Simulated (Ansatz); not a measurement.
# GaAs, one cell by several methods

```yaml
crystal:
  lattice:
    - [0.00000, 2.88339, 2.82685]
    - [2.88339, 0.00000, 2.82685]
    - [2.88339, 2.88339, 0.00000]
  atoms:
    - { symbol: Ga, position: [0.00000, 0.00000, 0.00000] }
    - { symbol: As, position: [0.75000, 0.75000, 0.75000] }
```

Atoms are numbered in the order listed.

The cell is COD entry 9008845, as deposited and not checked against the literature; nothing was relaxed. The listed cell was then made from it by scaling, straining or moving an atom.

Levels of theory: DFT, LDA, PAW with Ansatz's default frozen-core files, scalar-relativistic (Ansatz 0.2.0); DFT, LDA, all-electron LAPW, scalar-relativistic (Ansatz 0.2.0).

For PAW: a Γ-centred 11×11×11 k mesh, Fermi–Dirac smearing of 0.05 eV, cutoff 420 eV, no spin polarisation; the PAW files were made with PBE, and the program remakes their frozen cores for this functional. LAPW targets a basis error of 0.5 meV/atom. The Ansatz runs share mesh, smearing and spin set-up. Plane-wave (PAW) pressures include the program's estimate of the Pulay term.

Stress and pressure are positive in compression.

The change that made this cell: equal xx and yy strain of +2 %.

PAW results:

```tsv
quantity	PAW
pressure (GPa)	-4.20
stress xx (GPa)	-4.60
stress zz (GPa)	-3.42
```

**Question.** What does LAPW (all electrons) give for the same quantities?

**Answer.** 
```tsv
quantity	LAPW
pressure (GPa)	-4.18
stress xx (GPa)	-4.57
stress zz (GPa)	-3.39
```
